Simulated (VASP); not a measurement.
# SiNi (Pmmn) in VASP: equation of state

How stiff is SiNi in PBE, and what volume does it want? The cell is scaled to several volumes.

All numbers are computed with VASP 6.6.1; they aren't measurements. Logs are shortened: lines on timing, memory, paths and dates and some standing lists are left out, and cuts for length are marked.

## Step 1: The crystal as given

Symmetry: Pmmn, No. 59, orthorhombic system. Conventional cell: a = 2.943 Å, b = 3.280 Å, c = 4.677 Å, α = 90.00°, β = 90.00°, γ = 90.00°. Ni (site symmetry mm2) has 6 Si at 2.34 to 2.37 Å and 4 Ni at 2.65 Å as nearest neighbours. Si (site symmetry mm2) has 6 Ni at 2.34 to 2.37 Å and 4 Si at 2.65 Å as nearest neighbours.

The cell is a database's computed one.

## Step 2: Equation of state, PBE, collinear spin, ferromagnetic start, 10.61 Å³/atom (volume scaled by 0.94)

INCAR

```
ALGO     = Normal         # electronic algorithm
EDIFF    = 1E-7           # SCF threshold, eV
ENCUT    = 520            # plane-wave cutoff, eV
GGA      = PE             # functional
ISIF     = 2              # what is computed and relaxed
ISMEAR   = -1             # smearing method
ISPIN    = 2              # spin polarisation
LASPH    = T              # aspherical terms in the spheres
LCHARG   = F              # write CHGCAR
LMAXMIX  = 4              # l up to which the mixer works
LORBIT   = 11             # projections on sites
LREAL    = F              # projectors in reciprocal space
LWAVE    = F              # write WAVECAR
MAGMOM   = 1 1 0 0        # initial moments
NBANDS   = 26             # bands
NELM     = 120            # most SCF steps
PREC     = Accurate       # precision mode
SIGMA    = 0.05           # smearing width, eV
```

KPOINTS

```
k-points
0
Gamma
  9 8 6
```

POSCAR

```
SiNi
1.0
    2.8826972597      0.0000000000      0.0000000000
    0.0000000000      3.2133613310      0.0000000000
    0.0000000000      0.0000000000      4.5819618704
Ni Si
2 2
Direct
    0.5000000000      0.5000000000      0.3424955900
    0.0000000000      0.0000000000      0.6575044100
    0.5000000000      0.5000000000      0.8431431600
    0.0000000000      0.0000000000      0.1568568400
```

Potentials or basis: VASP PAW PBE potentials, release 64 (Ni, Si).

Command:

```
cat potpaw_PBE.64/Ni/POTCAR potpaw_PBE.64/Si/POTCAR > POTCAR
mpirun -np 1 vasp_std > vasp.out
```

OUTCAR:

```text
EDIFF = 1E-7
   ENCUT = 520
   GGA = PE
   ISIF = 2
   ISMEAR = -1
   ISPIN = 2
   LASPH = T
   LORBIT = 11
   LREAL = F
   NELM = 120
   PREC = Accurate

 Found    100 irreducible k-points:

 Following reciprocal coordinates:
            Coordinates               Weight
  0.000000  0.000000  0.000000      1.000000
  0.111111  0.000000  0.000000      2.000000
  0.222222  0.000000  0.000000      2.000000
  0.333333  0.000000  0.000000      2.000000
  0.444444  0.000000  0.000000      2.000000
  0.000000  0.125000  0.000000      2.000000
   k-points           NKPTS =    100   k-points in BZ     NKDIM =    100   number of bands    NBANDS=     26
   number of dos      NEDOS =    301   number of ions     NIONS =      4
   total plane-waves  NPLWV =  20736
   dimension x,y,z NGX =    24 NGY =   24 NGZ =   36
   dimension x,y,z NGXF=    48 NGYF=   48 NGZF=   72
   ions per type =               2   2
   NGX,Y,Z   is equivalent  to a cutoff of  13.84, 12.42, 13.06 a.u.
   NGXF,Y,Z  is equivalent  to a cutoff of  27.68, 24.83, 26.12 a.u.
 SYSTEM =  unknown system
   PREC   = accura    normal or accurate (medium, high low for compatibility)
   ISTART =      0    job   : 0-new  1-cont  2-samecut
   ICHARG =      2    charge: 1-file 2-atom 10-const
   ISPIN  =      2    spin polarized calculation?
   LNONCOLLINEAR =      F non collinear calculations
   LSORBIT =      F    spin-orbit coupling
   LASPH  =      T    aspherical Exc in radial PAW
   ENCUT  =  520.0 eV  38.22 Ry    6.18 a.u.   5.36  5.97  8.52*2*pi/ulx,y,z
   NELM   =    120;   NELMIN=  2; NELMDL= -5     # of ELM steps
   EDIFF  = 0.1E-06   stopping-criterion for ELM
   LREAL  =      F    real-space projection
   EDIFFG = 0.1E-05   stopping-criterion for IOM
   NSW    =      0    number of steps for IOM
   IBRION =     -1    ionic relax: 0-MD 1-quasi-New 2-CG
   NFREE  =      0    steps in history (QN), initial steepest desc. (CG)
   ISIF   =      2    stress and relaxation
   ISYM   =      2    0-nonsym 1-usesym 2-fastsym
   POTIM  = 0.5000    time-step for ionic-motion
   TEBEG  =    0.0;   TEEND  =   0.0 temperature during run
   PSTRESS=    0.0 pullay stress
   NELECT =      28.0000    total number of electrons
   NUPDOWN=      -1.0000    fix difference up-down
   EMIN   =  10.00;   EMAX   =-10.00  energy-range for DOS
   EFERMI =   0.00;   METHOD = LEGACY
   ISMEAR =    -1;   SIGMA  =   0.05  broadening in eV -4-tet -1-fermi 0-gaus
   EFERMI_NEDOS =   21; number of points for ismear=-14 and -15
   IALGO  =     38    algorithm
   IMIX   =      4    mixing-type and parameters
     AMIX     =   0.40;   BMIX     =  1.00
     AMIX_MAG =   1.60;   BMIX_MAG =  1.00
  volume/ion in A,a.u.               =      10.61        71.61
  Fermi-wavevector in a.u.,A,eV,Ry     =   1.425140  2.693124 27.633754  2.031024
  Thomas-Fermi vector in A             =   2.545556
   LORBIT       =     11    0 simple, 1 ext, 2 COOP (PROOUT), +10 PAW based schemes
   GGA     = PE    functional components
   LHFCALC =     F    Hartree Fock is set to
   AEXX    =    0.0000 exact exchange contribution
   IVDW    =     0    specifies the selected vdW correction
   LEPSILON=     F    determine dielectric tensor
   LRPA    =     F    only Hartree local field effects (RPA)
 spin polarized calculation
  energy-cutoff  :      520.00
  volume of cell :       42.44
 maximum number of plane-waves:      1160
 NGX is ok and might be reduce to    24
   NGX = 11   NGY = 11   NGZ = 17

 number of electron      27.9999991 magnetization      -0.0002023

 number of electron      27.9999991 magnetization       0.0000148

 Free energy of the ion-electron system (eV)
  ---------------------------------------------------
  ext. energy  EPLUGINS =         0.00000000
  ---------------------------------------------------
  free energy    TOTEN  =       -23.35308377 eV

  energy without entropy =      -23.34479747  energy(sigma->0) =      -23.34894062

 E-fermi :  12.7600     XC(G=0): -12.9237

 val. band max:       12.7034326324   @ k =   0.2222   0.1250   0.1667
 cond. band min:      12.7703450738   @ k =   0.4444   0.5000   0.3333
 fundamental gap:      0.0669124413
 Fermi energy:        12.7599959344

 spin component 1

 k-point     1 :       0.0000    0.0000    0.0000
  band No.  band energies     occupation
      1      -1.9975      1.00000
      2       4.0732      1.00000
      3       5.6635      1.00000
      4       8.0139      1.00000
      5       8.6238      1.00000
      6       9.4778      1.00000
[... 18 lines left out ...]
     25      26.5231      0.00000
     26      26.6998      0.00000
[... 122 lines left out ...]
      4       7.5358      1.00000
      5       8.5782      1.00000
      6       9.3985      1.00000
[... 18 lines left out ...]
     25      25.2606      0.00000
     26      27.1006      0.00000

 [... further k-points ...]

 spin component 2

 k-point     1 :       0.0000    0.0000    0.0000
  band No.  band energies     occupation
      1      -1.9975      1.00000
      2       4.0732      1.00000
      3       5.6636      1.00000
      4       8.0139      1.00000
      5       8.6238      1.00000
      6       9.4778      1.00000
[... 18 lines left out ...]
     25      26.5231      0.00000
     26      26.6998      0.00000
[... 122 lines left out ...]
      4       7.5358      1.00000
      5       8.5782      1.00000
      6       9.3985      1.00000
[... 18 lines left out ...]
     25      25.2605      0.00000
     26      27.1007      0.00000

 [... further k-points ...]

------------------------ aborting loop because EDIFF is reached ----------------------------------------

  FORCE on cell =-STRESS in cart. coord.  units (eV):
  Direction    XX          YY          ZZ          XY          YZ          ZX
  --------------------------------------------------------------------------------------
  -------------------------------------------------------------------------------------
  Total        5.1767695      5.7075949      6.4560242      0.0000000      0.0000000      0.0000000
  in kB      195.4156501    215.4535491    243.7056853      0.0000000      0.0000000      0.0000000
  external PRESSURE =     218.1916282 kB  Pullay stress =       0.0000000 kB

 VOLUME and BASIS-vectors are now :
 -----------------------------------------------------------------------------
  energy-cutoff  :      520.00
  volume of cell :       42.44
      direct lattice vectors                 reciprocal lattice vectors
     2.882697260  0.000000000  0.000000000     0.346897336  0.000000000  0.000000000
     0.000000000  3.213361331  0.000000000     0.000000000  0.311200608  0.000000000
     0.000000000  0.000000000  4.581961870     0.000000000  0.000000000  0.218247124

 POSITION                                       TOTAL-FORCE (eV/Angst)
 -----------------------------------------------------------------------------------
      1.44135      1.60668      1.56930         0.000000      0.000000      0.258613
      0.00000      0.00000      3.01266         0.000000      0.000000     -0.258613
      1.44135      1.60668      3.86325         0.000000      0.000000      0.152893
      0.00000      0.00000      0.71871         0.000000      0.000000     -0.152893
 -----------------------------------------------------------------------------------
    total drift:                                0.000000      0.000000     -0.000000

  FREE ENERGIE OF THE ION-ELECTRON SYSTEM (eV)
  ---------------------------------------------------
  free  energy   TOTEN  =       -23.3530837704 eV

  energy  without entropy=      -23.3447974656  energy(sigma->0) =      -23.34894062

 total charge

# of ion       s       p       d       tot
------------------------------------------
    1        0.515   0.698   8.519   9.733
    2        0.515   0.698   8.519   9.733
    3        0.748   0.915   0.000   1.663
    4        0.748   0.915   0.000   1.663
--------------------------------------------------
tot          2.526   3.227  17.038  22.791

 magnetization (x)

# of ion       s       p       d       tot
------------------------------------------
    1        0.000   0.000  -0.000  -0.000
    2        0.000   0.000  -0.000  -0.000
    3        0.000   0.000   0.000   0.000
    4        0.000   0.000   0.000   0.000
--------------------------------------------------
tot          0.000   0.000  -0.000  -0.000
```

stdout:

```text
POSCAR found type information on POSCAR NiSi
 POSCAR found :  2 types and       4 ions
 scaLAPACK will be used
 LDA part: xc-table for (Slater+PW92), standard interpolation
 POSCAR, INCAR and KPOINTS ok, starting setup
 FFT: planning ... GRIDC
 FFT: planning ... GRID_SOFT
 FFT: planning ... GRID
 WAVECAR not read
 entering main loop
```

Run time: 2.2 min. Hardware: 1 thread of Intel Xeon Platinum 8488C (Sapphire Rapids), shared host; peak memory 0.27 GiB.

What came out:

```yaml
Free_energy: -23.3531 eV
Pressure: 21.8 GPa
Largest_force: 0.259 eV/Å
Band_gap_on_the_k_mesh: none (metal or under the smearing width)
Net_moment: 0.00 μB per cell
Valence_electrons_inside_the_program's_atomic_spheres: Ni 9.73; Si 1.66
```

## Step 3: Equation of state, PBE, collinear spin, ferromagnetic start, 10.84 Å³/atom (volume scaled by 0.96)

INCAR

```
  ALGO = Normal
  EDIFF = 1E-7
  ENCUT = 520
  GGA = PE
  ISIF = 2
  ISMEAR = -1
  ISPIN = 2
  LASPH = T
  LCHARG = F
  LMAXMIX = 4
  LORBIT = 11
  LREAL = F
  LWAVE = F
  MAGMOM = 1 1 0 0
  NBANDS = 26
  NELM = 100
  PREC = Accurate
  SIGMA = 0.05
```

KPOINTS is that of step 2.

POSCAR

```
SiNi
1.0
    2.9029986135      0.0000000000      0.0000000000
    0.0000000000      3.2359913818      0.0000000000
    0.0000000000      0.0000000000      4.6142302706
Ni Si
2 2
Direct
    0.5000000000      0.5000000000      0.3424955900
    0.0000000000      0.0000000000      0.6575044100
    0.5000000000      0.5000000000      0.8431431600
    0.0000000000      0.0000000000      0.1568568400
```

Potentials or basis: VASP PAW PBE potentials, release 64 (Ni, Si).

Command:

```
cat potpaw_PBE.64/Ni/POTCAR potpaw_PBE.64/Si/POTCAR > POTCAR
mpirun -np 1 vasp_std > vasp.out
```

It took 2.2 min on 1 thread of Intel Xeon Platinum 8488C (Sapphire Rapids), shared host; peak memory 0.28 GiB.

The run converged. Its results:

| Property | Result |
| --- | --- |
| Free energy | -23.4601 eV |
| Pressure | 16.2 GPa |
| Largest force | 0.189 eV/Å |
| Band gap on the k mesh | none (metal or under the smearing width) |
| Net moment | 0.00 μB per cell |
| Valence electrons inside the program's atomic spheres | Ni 9.68; Si 1.65 |

## Step 4: Equation of state, PBE, collinear spin, ferromagnetic start, 11.06 Å³/atom (volume scaled by 0.98)

INCAR

```
SYSTEM = SiNi
  PREC = Accurate
  ENCUT = 520
  EDIFF = 1E-7
  ISMEAR = -1
  SIGMA = 0.05
  LREAL = .False.
  LASPH = .True.
  NELM = 120
  ALGO = Normal
  ISIF = 2
  LWAVE = .False.
  LCHARG = .False.
  ISPIN = 2
  MAGMOM = 1 1 0 0
  LORBIT = 11
  LMAXMIX = 4
  GGA = PE
  NBANDS = 26
```

KPOINTS

```
Automatic mesh
0
Gamma
  9 8 6
  0 0 0
```

POSCAR

```
SiNi
1.0
    2.9230199262      0.0000000000      0.0000000000
    0.0000000000      3.2583092690      0.0000000000
    0.0000000000      0.0000000000      4.6460535540
Ni Si
2 2
Direct
    0.5000000000      0.5000000000      0.3424955900
    0.0000000000      0.0000000000      0.6575044100
    0.5000000000      0.5000000000      0.8431431600
    0.0000000000      0.0000000000      0.1568568400
```

Command:

```
cat potpaw_PBE.64/Ni/POTCAR potpaw_PBE.64/Si/POTCAR > POTCAR
mpirun -np 1 vasp_std > vasp.out
```

It took 2.4 min on 1 thread of Intel Xeon Platinum 8488C (Sapphire Rapids), shared host; peak memory 0.28 GiB.

Results (log left out):

| Quantity | Value |
| --- | --- |
| Free energy | -23.5373 eV |
| Pressure | 11.2 GPa |
| Largest force | 0.124 eV/Å |
| Band gap on the k mesh | none (metal or under the smearing width) |
| Net moment | 0.00 μB per cell |
| Valence electrons inside the program's atomic spheres | Ni 9.63; Si 1.63 |

## Step 5: Equation of state, PBE, collinear spin, ferromagnetic start, 11.51 Å³/atom (volume scaled by 1.02)

INCAR

```
SYSTEM = SiNi
ALGO     = Normal         ! electronic algorithm
EDIFF    = 1E-7           ! SCF threshold, eV
ENCUT    = 520            ! plane-wave cutoff, eV
GGA      = PE             ! functional
ISIF     = 2              ! what is computed and relaxed
ISMEAR   = -1             ! smearing method
ISPIN    = 2              ! spin polarisation
LASPH    = .TRUE.         ! aspherical terms in the spheres
LCHARG   = .FALSE.        ! write CHGCAR
LMAXMIX  = 4              ! l up to which the mixer works
LORBIT   = 11             ! projections on sites
LREAL    = .FALSE.        ! projectors in reciprocal space
LWAVE    = .FALSE.        ! write WAVECAR
MAGMOM   = 1 1 0 0        ! initial moments
NBANDS   = 26             ! bands
NELM     = 100            ! most SCF steps
PREC     = Accurate       ! precision mode
SIGMA    = 0.05           ! smearing width, eV
```

KPOINTS

```
k-points
0
G
  9 8 6
  0 0 0
```

POSCAR

```
SiNi
1.0
    2.9622597754      0.0000000000      0.0000000000
    0.0000000000      3.3020501833      0.0000000000
    0.0000000000      0.0000000000      4.7084241314
Ni Si
2 2
Direct
    0.5000000000      0.5000000000      0.3424955900
    0.0000000000      0.0000000000      0.6575044100
    0.5000000000      0.5000000000      0.8431431600
    0.0000000000      0.0000000000      0.1568568400
```

Command:

```
cat potpaw_PBE.64/Ni/POTCAR potpaw_PBE.64/Si/POTCAR > POTCAR
mpirun -np 1 vasp_std > vasp.out
```

Run time: 3.2 min. Hardware: 1 thread of Intel Xeon Platinum 8488C (Sapphire Rapids), shared host; peak memory 0.29 GiB.

The run converged. Its results:

```
Free energy                                           : -23.6144 eV
Pressure                                              : 2.7 GPa
Largest force                                         : 0.014 eV/Å
Band gap on the k mesh                                : none (metal or under the smearing width)
Net moment                                            : 0.00 μB per cell
Valence electrons inside the program's atomic spheres : Ni 9.55; Si 1.61
```

(Part 1 of 2 ends here.)
